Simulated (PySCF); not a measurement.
# C7H6O (benzaldehyde): the cost of one run

Computed with PySCF 2.14.0, with density-fitted response routines of our own, on a single molecule, in the gas phase or a continuum. Atoms count from 0, in the outputs and in this text.

## Step 1: Starting geometry

14 atoms, charge 0, multiplicity 1; geometry from: GFN2-xTB. The atoms were then displaced at random by about 0.01 Å, so the start is not that level's minimum.

Bonds of the start (Å): O0–C1 1.24, C1–C2 1.48, C2–C3 1.38, C3–C4 1.42, C4–C5 1.38, C5–C6 1.40, C6–C7 1.39, C7–C2 1.37, C1–H8 1.12, C3–H9 1.05, C4–H10 1.08, C5–H11 1.07, C6–H12 1.09, C7–H13 1.07.

## Step 2: Optimising the geometry at PBE0-D3(BJ)/def2-TZVP

What the job is given:

```
{"job": {"xc": "PBE0", "basis": "def2-TZVP", "d3": "d3bj", "grid": 2, "shake": 0.01, "kind": "geom"}, "charge": 0, "multiplicity": 1}
O      2.859030    -1.474000    -0.140990
C      2.287980    -0.384540    -0.259440
C      0.834960    -0.140770    -0.105740
C      0.363700     1.146370    -0.255710
C     -1.028640     1.352770    -0.110350
C     -1.870260     0.305090     0.205800
C     -1.342520    -0.980210     0.364260
C      0.017800    -1.193700     0.207660
H      2.872200     0.538970    -0.482560
H      0.988880     1.962500    -0.482160
H     -1.441600     2.349440    -0.211290
H     -2.920110     0.473560     0.333240
H     -2.039950    -1.788520     0.593770
H      0.411380    -2.182020     0.335770
```

Started as:

```console
$ OMP_NUM_THREADS=1 python probes_run.py task.json out
```

The driver reads the jobs from task.json and runs them one after another.

Q: Estimate the wall time and peak memory of this first job on 1 thread of Arm Neoverse V1, shared host.

About 8.4 min, with a peak of 1.6 GiB.
